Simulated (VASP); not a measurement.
# Ag (Im-3m) in VASP: a series of runs

One crystal, Ag, is run at these levels: r2SCAN, LDA; tasks: single point, relaxation of cell and atoms.

All numbers are computed with VASP 6.6.1; they aren't measurements. Logs are shortened: lines on timing, memory, paths and dates and some standing lists are left out, and cuts for length are marked.

## (1) Starting point

Symmetry: Im-3m, No. 229, cubic system. The conventional cell has a = 3.311 Å, b = 3.311 Å, c = 3.311 Å, α = 90.00°, β = 90.00°, γ = 90.00°. Ag (site symmetry m-3m) has 8 Ag at 2.87 Å as nearest neighbours.

This isn't the form of Ag at room conditions, which is fcc.

## (2) Single point, r2SCAN

File INCAR:

```
SYSTEM = Ag
PREC     = Accurate       ! precision mode
ENCUT    = 450            ! plane-wave cutoff, eV
EDIFF    = 1E-6           ! SCF threshold, eV
ISMEAR   = 1              ! smearing method
SIGMA    = 0.1            ! smearing width, eV
LREAL    = .False.        ! projectors in reciprocal space
LASPH    = .True.         ! aspherical terms in the spheres
NELM     = 100            ! most SCF steps
ALGO     = Normal         ! electronic algorithm
ISIF     = 2              ! what is computed and relaxed
LWAVE    = .False.        ! write WAVECAR
LCHARG   = .False.        ! write CHGCAR
METAGGA  = R2SCAN         ! meta-GGA
LMIXTAU  = .True.       
ADDGRID  = .False.
```

File KPOINTS:

```
regular mesh
0
Gamma
  17 17 17
  0 0 0
```

File POSCAR:

```
Ag
1.0
   -1.6556540000      1.6556540000      1.6556540000
    1.6556540000     -1.6556540000      1.6556540000
    1.6556540000      1.6556540000     -1.6556540000
Ag
1
Direct
    0.0000000000      0.0000000000      0.0000000000
```

Potentials or basis: VASP PAW PBE potentials, release 64 (Ag).

Run with:

```
cat potpaw_PBE.64/Ag/POTCAR > POTCAR
mpirun -np 1 vasp_std > vasp.out
```

OUTCAR:

```text
SYSTEM = Ag
   PREC = Accurate
   ENCUT = 450
   EDIFF = 1E-6
   ISMEAR = 1
   LREAL = .False.
   LASPH = .True.
   NELM = 100
   ISIF = 2
   METAGGA = R2SCAN

 Found    165 irreducible k-points:

 Following reciprocal coordinates:
            Coordinates               Weight
  0.000000  0.000000  0.000000      1.000000
  0.058824  0.000000  0.000000     12.000000
  0.117647  0.000000  0.000000     12.000000
  0.176471  0.000000  0.000000     12.000000
  0.235294  0.000000  0.000000     12.000000
  0.294118  0.000000  0.000000     12.000000
   k-points           NKPTS =    165   k-points in BZ     NKDIM =    165   number of bands    NBANDS=      9
   number of dos      NEDOS =    301   number of ions     NIONS =      1
   total plane-waves  NPLWV =   8000
   dimension x,y,z NGX =    20 NGY =   20 NGZ =   20
   dimension x,y,z NGXF=    40 NGYF=   40 NGZF=   40
   ions per type =               1
   NGX,Y,Z   is equivalent  to a cutoff of  11.59, 11.59, 11.59 a.u.
   NGXF,Y,Z  is equivalent  to a cutoff of  23.19, 23.19, 23.19 a.u.
 SYSTEM =  Ag
   PREC   = accura    normal or accurate (medium, high low for compatibility)
   ISTART =      0    job   : 0-new  1-cont  2-samecut
   ICHARG =      2    charge: 1-file 2-atom 10-const
   ISPIN  =      1    spin polarized calculation?
   LNONCOLLINEAR =      F non collinear calculations
   LSORBIT =      F    spin-orbit coupling
   LASPH  =      T    aspherical Exc in radial PAW
   ENCUT  =  450.0 eV  33.07 Ry    5.75 a.u.   4.96  4.96  4.96*2*pi/ulx,y,z
   NELM   =    100;   NELMIN=  2; NELMDL= -5     # of ELM steps
   EDIFF  = 0.1E-05   stopping-criterion for ELM
   LREAL  =      F    real-space projection
   EDIFFG = 0.1E-04   stopping-criterion for IOM
   NSW    =      0    number of steps for IOM
   IBRION =     -1    ionic relax: 0-MD 1-quasi-New 2-CG
   NFREE  =      0    steps in history (QN), initial steepest desc. (CG)
   ISIF   =      2    stress and relaxation
   ISYM   =      2    0-nonsym 1-usesym 2-fastsym
   POTIM  = 0.5000    time-step for ionic-motion
   TEBEG  =    0.0;   TEEND  =   0.0 temperature during run
   PSTRESS=    0.0 pullay stress
   NELECT =      11.0000    total number of electrons
   NUPDOWN=      -1.0000    fix difference up-down
   EMIN   =  10.00;   EMAX   =-10.00  energy-range for DOS
   EFERMI =   0.00;   METHOD = LEGACY
   ISMEAR =     1;   SIGMA  =   0.10  broadening in eV -4-tet -1-fermi 0-gaus
   EFERMI_NEDOS =   21; number of points for ismear=-14 and -15
   IALGO  =     38    algorithm
   IMIX   =      4    mixing-type and parameters
     AMIX     =   0.40;   BMIX     =  1.00
     AMIX_MAG =   1.60;   BMIX_MAG =  1.00
  volume/ion in A,a.u.               =      18.15       122.51
  Fermi-wavevector in a.u.,A,eV,Ry     =   1.385318  2.617871 26.111022  1.919106
  Thomas-Fermi vector in A             =   2.509739
   LORBIT       =      0    0 simple, 1 ext, 2 COOP (PROOUT), +10 PAW based schemes
   METAGGA = R2SCAN    functional components
   LHFCALC =     F    Hartree Fock is set to
   AEXX    =    0.0000 exact exchange contribution
   IVDW    =     0    specifies the selected vdW correction
   LEPSILON=     F    determine dielectric tensor
   LRPA    =     F    only Hartree local field effects (RPA)
 non-spin polarized calculation
 Methfessel and Paxton  Order N= 1 SIGMA  =   0.10
  energy-cutoff  :      450.00
  volume of cell :       18.15
 maximum number of plane-waves:       410
   NGX =  9   NGY =  9   NGZ =  9

 number of electron      11.0000011 magnetization

 Free energy of the ion-electron system (eV)
  ---------------------------------------------------
  ext. energy  EPLUGINS =         0.00000000
  ---------------------------------------------------
  free energy    TOTEN  =       -21.31895823 eV

  energy without entropy =      -21.31826514  energy(sigma->0) =      -21.31872720

 E-fermi :   7.6218     XC(G=0): -12.5349

 val. band max:        7.5916020797   @ k =  -0.3529   0.4706   0.0588
 cond. band min:       7.6352409384   @ k =  -0.3529   0.4118   0.1765
 fundamental gap:      0.0436388587
 Fermi energy:         7.6218474584

 k-point     1 :       0.0000    0.0000    0.0000
  band No.  band energies     occupation
      1       0.1152      2.00000
      2       2.5657      2.00000
      3       2.5657      2.00000
      4       2.5657      2.00000
      5       3.7879      2.00000
      6       3.7879      2.00000
      7      26.0612      0.00000
      8      26.0612      0.00000
      9      26.0612      0.00000

 k-point     2 :       0.0588    0.0000    0.0000
  band No.  band energies     occupation
      1       0.2278      2.00000
      2       2.5400      2.00000
      3       2.5708      2.00000
      4       2.6268      2.00000
      5       3.7599      2.00000
      6       3.7896      2.00000
      7      25.7181      0.00000
      8      26.0128      0.00000
      9      26.1209      0.00000

 k-point     3 :       0.1176    0.0000    0.0000
  band No.  band energies     occupation
      1       0.5502      2.00000
      2       2.4670      2.00000
      3       2.5908      2.00000
      4       2.8052      2.00000
      5       3.6926      2.00000
      6       3.7953      2.00000
      7      24.5291      0.00000
      8      25.6872      0.00000
      9      26.2869      0.00000

 k-point     4 :       0.1765    0.0000    0.0000
  band No.  band energies     occupation
      1       1.0113      2.00000
      2       2.3582      2.00000
      3       2.6717      2.00000
      4       3.0861      2.00000
      5       3.6272      2.00000
      6       3.8057      2.00000
      7      22.5311      0.00000
      8      24.8827      0.00000
      9      26.5239      0.00000

 k-point     5 :       0.2353    0.0000    0.0000
  band No.  band energies     occupation
      1       1.3972      2.00000
      2       2.2300      2.00000
      3       3.0082      2.00000
      4       3.4432      2.00000
      5       3.6007      2.00000
      6       3.8213      2.00000
      7      20.1763      0.00000
      8      23.8597      0.00000
      9      26.0763      0.00000

 k-point     6 :       0.2941    0.0000    0.0000
  band No.  band energies     occupation
      1       1.4920      2.00000
      2       2.1004      2.00000
      3       3.6188      2.00000
      4       3.8197      2.00000
      5       3.8378      2.00000
      6       3.8410      2.00000
      7      17.7682      0.00000
      8      22.8955      0.00000
      9      24.6468      0.00000

 [... further k-points ...]

------------------------ aborting loop because EDIFF is reached ----------------------------------------

  FORCE on cell =-STRESS in cart. coord.  units (eV):
  Direction    XX          YY          ZZ          XY          YZ          ZX
  --------------------------------------------------------------------------------------
  -------------------------------------------------------------------------------------
  Total       -0.4001622     -0.4001622     -0.4001622     -0.0000000     -0.0000000     -0.0000000
  in kB      -35.3165217    -35.3165217    -35.3165217     -0.0000000     -0.0000000     -0.0000000
  external PRESSURE =     -35.3165217 kB  Pullay stress =       0.0000000 kB

 VOLUME and BASIS-vectors are now :
 -----------------------------------------------------------------------------
  energy-cutoff  :      450.00
  volume of cell :       18.15
      direct lattice vectors                 reciprocal lattice vectors
    -1.655654000  1.655654000  1.655654000     0.000000000  0.301995465  0.301995465
     1.655654000 -1.655654000  1.655654000     0.301995465  0.000000000  0.301995465
     1.655654000  1.655654000 -1.655654000     0.301995465  0.301995465  0.000000000

 POSITION                                       TOTAL-FORCE (eV/Angst)
 -----------------------------------------------------------------------------------
      0.00000      0.00000      0.00000        -0.000000     -0.000000      0.000000
 -----------------------------------------------------------------------------------
    total drift:                                0.000000      0.000000      0.000000

  FREE ENERGIE OF THE ION-ELECTRON SYSTEM (eV)
  ---------------------------------------------------
  free  energy   TOTEN  =       -21.3189582348 eV

  energy  without entropy=      -21.3182651356  energy(sigma->0) =      -21.31872720
```

It took 35 s on 1 thread of Intel Xeon 6975P-C (Granite Rapids), shared host; peak memory 0.14 GiB.

These settings aren't checked as converged: the numbers below hold their error.

Results:

| Item | Value |
| --- | --- |
| Free energy | -21.3190 eV |
| Pressure | -3.5 GPa |
| Band gap on the k mesh | none (metal or under the smearing width) |

Caveat: the PAW data sets were made with another functional, which shifts forces and pressure a little.

## (3) Single point, r2SCAN

Changes to INCAR since step 2:

```diff
@@ -2,3 +2,3 @@
 PREC     = Accurate       ! precision mode
-ENCUT    = 450            ! plane-wave cutoff, eV
+ENCUT    = 700            ! plane-wave cutoff, eV
 EDIFF    = 1E-6           ! SCF threshold, eV
```

File KPOINTS:

```
regular mesh
0
Gamma
  15 15 15
  0 0 0
```

POSCAR is that of step 2.

Potentials or basis: VASP PAW PBE potentials, release 64 (Ag).

Run with:

```
cat potpaw_PBE.64/Ag/POTCAR > POTCAR
mpirun -np 1 vasp_std > vasp.out
```

Run time: 62 s. Hardware: 1 thread of Intel Xeon 6975P-C (Granite Rapids), shared host; peak memory 0.19 GiB.

The run converged, but some of its settings lie outside the range that counts as converged, so its numbers aren't taken as properties of the crystal.

Results:

| Item | Value |
| --- | --- |
| Free energy | -21.3191 eV |
| Pressure | -3.5 GPa |
| Band gap on the k mesh | none (metal or under the smearing width) |

Caveat: the PAW data sets were made with another functional, which shifts forces and pressure a little.

## (4) Single point, r2SCAN

Changes to INCAR since step 3:

```diff
@@ -2,3 +2,3 @@
 PREC     = Accurate       ! precision mode
-ENCUT    = 700            ! plane-wave cutoff, eV
+ENCUT    = 550            ! plane-wave cutoff, eV
 EDIFF    = 1E-6           ! SCF threshold, eV
```

File KPOINTS:

```
regular mesh
0
Gamma
  17 17 17
  0 0 0
```

POSCAR is that of step 3.

Run with:

```
cat potpaw_PBE.64/Ag/POTCAR > POTCAR
mpirun -np 1 vasp_std > vasp.out
```

Wall time 35 s (1 thread of Intel Xeon 6975P-C (Granite Rapids), shared host); peak memory 0.17 GiB.

The run converged, but some of its settings lie outside the range that counts as converged, so its numbers aren't taken as properties of the crystal.

What came out:

```yaml
Free_energy: -21.3187 eV
Pressure: -3.6 GPa
Band_gap_on_the_k_mesh: none (metal or under the smearing width)
```

Caveat: the PAW data sets were made with another functional, which shifts forces and pressure a little.

## (5) Relaxation of cell and atoms, LDA

File INCAR:

```
ALGO     = Normal         # electronic algorithm
EDIFF    = 1E-6           # SCF threshold, eV
EDIFFG   = -0.01          # ionic threshold
ENCUT    = 600            # plane-wave cutoff, eV
GGA      = CA             # functional
IBRION   = 2              # ionic algorithm
ISIF     = 3              # what is computed and relaxed
ISMEAR   = -1             # smearing method
LASPH    = T              # aspherical terms in the spheres
LCHARG   = F              # write CHGCAR
LREAL    = F              # projectors in reciprocal space
LWAVE    = F              # write WAVECAR
NELM     = 60             # most SCF steps
NSW      = 60             # ionic steps
PREC     = Accurate       # precision mode
SIGMA    = 0.05           # smearing width, eV
```

File KPOINTS:

```
k-points
0
Gamma
  10 10 10
```

POSCAR is that of step 4.

Potentials or basis: VASP PAW LDA potentials, release 64 (Ag).

Run with:

```
cat potpaw_LDA.64/Ag/POTCAR > POTCAR
mpirun -np 1 vasp_std > vasp.out
```

OUTCAR:

```text
EDIFF = 1E-6
   EDIFFG = -0.01
   ENCUT = 600
   GGA = CA
   IBRION = 2
   ISIF = 3
   ISMEAR = -1
   LASPH = T
   LREAL = F
   NELM = 60
   NSW = 60
   PREC = Accurate

 ion  position               nearest neighbor table
   1  0.000  0.000  0.000-

  LATTYP: Found a body centered cubic cell.
 ALAT       =     3.3113080000

  Lattice vectors:

 A1 = (  -1.6556540000,   1.6556540000,   1.6556540000)
 A2 = (   1.6556540000,  -1.6556540000,   1.6556540000)
 A3 = (   1.6556540000,   1.6556540000,  -1.6556540000)

Analysis of symmetry for initial positions (statically):
=====================================================================
 Subroutine PRICEL returns:
 Original cell was already a primitive cell.

 Routine SETGRP: Setting up the symmetry group for a
 body centered cubic supercell.

[... 211 lines left out ...]
      1       1.2436      2.00000
      2       4.6066      2.00000
      3       4.6066      2.00000
      4       4.6066      2.00000
      5       6.2737      2.00000
      6       6.2737      2.00000
      7      28.3833      0.00000
      8      28.3833      0.00000
      9      28.3833      0.00000
[... 415 lines left out ...]
--------------------------------------- Ionic step        6  -------------------------------------------

 number of electron      10.9999999 magnetization

 Free energy of the ion-electron system (eV)
  ---------------------------------------------------
  ext. energy  EPLUGINS =         0.00000000
  ---------------------------------------------------
  free energy    TOTEN  =        -3.71488357 eV

  energy without entropy =       -3.70784632  energy(sigma->0) =       -3.71136494

 E-fermi :   8.9997     XC(G=0): -12.9069

 val. band max:        8.9894141662   @ k =  -0.3000   0.4000   0.2000
 cond. band min:       9.2461429667   @ k =   0.3000   0.2000  -0.0000
 fundamental gap:      0.2567288005
 Fermi energy:         8.9997162818

 k-point     1 :       0.0000    0.0000    0.0000
  band No.  band energies     occupation
      1       0.7053      2.00000
      2       3.8227      2.00000
      3       3.8227      2.00000
      4       3.8227      2.00000
      5       5.3111      2.00000
      6       5.3111      2.00000
      7      27.0859      0.00000
      8      27.0859      0.00000
      9      27.0859      0.00000
[... 304 lines left out ...]
  FREE ENERGIE OF THE ION-ELECTRON SYSTEM (eV)
  ---------------------------------------------------
  free  energy   TOTEN  =        -3.7148835718 eV

  energy  without entropy=       -3.7078463162  energy(sigma->0) =       -3.71136494

 reached required accuracy - stopping structural energy minimisation
```

CONTCAR:

```text
Ag
   1.00000000000000
    -1.5923390736960521    1.5923390736960521    1.5923390736960521
     1.5923390736960521   -1.5923390736960521    1.5923390736960521
     1.5923390736960521    1.5923390736960521   -1.5923390736960521
  Ag
     1
Direct
     0.0000000000000000    0.0000000000000000    0.0000000000000000

  0.00000000E+00  0.00000000E+00  0.00000000E+00
```

Run time: 14 s. Hardware: 1 thread of Intel Xeon Platinum 8375C at 2.90GHz (Ice Lake), shared host; peak memory 0.14 GiB.

What came out:

```
Free energy                            : -3.7149 eV
Relaxed volume                         : 16.15 Å³/atom
Relaxed cell                           : a = 2.758 Å, b = 2.758 Å, c = 2.758 Å, α = 109.47°, β = 109.47°, γ = 109.47°
Space group after relaxing (to 0.05 Å) : Im-3m (No. 229)
Energy gained by relaxing              : 79.0 meV/atom
Ionic steps                            : 6
Pressure after relaxing                : 0.0 GPa
Band gap on the k mesh                 : none (metal or under the smearing width)
```

Step by step:
```csv
step,energy change (eV),largest force (eV/Å),pressure (GPa),volume (Å³)
1,0.0000,0.0000,-11.08,18.15
2,-0.0434,0.0000,11.25,15.05
3,-0.0790,0.0000,-0.10,16.16
4,-0.0790,0.0000,0.19,16.12
5,-0.0790,0.0000,-0.11,16.17
6,-0.0790,0.0000,-0.02,16.15
```

Final structure:
```cif
data_structure
_symmetry_space_group_name_H-M 'P 1'
_symmetry_Int_Tables_number 1
_cell_length_a 2.7580
_cell_length_b 2.7580
_cell_length_c 2.7580
_cell_angle_alpha 109.471
_cell_angle_beta 109.471
_cell_angle_gamma 109.471
_cell_volume 16.15
loop_
_atom_site_label
_atom_site_type_symbol
_atom_site_fract_x
_atom_site_fract_y
_atom_site_fract_z
_atom_site_occupancy
Ag1 Ag 0.00000 0.00000 0.00000 1
```

Levels at points of the mesh, in eV from the Fermi level:
```tsv
k point	band 3	band 4	band 5	band 6	band 7	band 8	band 9
(0.00, 0.00, 0.00)	-5.18	-5.18	-3.69	-3.69	18.09	18.09	18.09
(0.50, 0.00, 0.00)	-3.75	-3.55	-2.56	-0.31	4.41	13.45	14.79
(0.50, 0.50, 0.50)	-2.83	-2.83	-2.83	6.92	6.92	6.92	13.47
```

## (6) The reference run

An earlier run on the cell as given: functional PBE; potentials or basis VASP PAW PBE potentials, release 64 (Ag); cutoff 520 eV; k mesh 11 × 11 × 11; occupations fermi-dirac, width 0.05 eV; no spin polarisation.

- Pressure: -0.9 GPa
- Band gap on the k mesh: none (metal or under the smearing width)
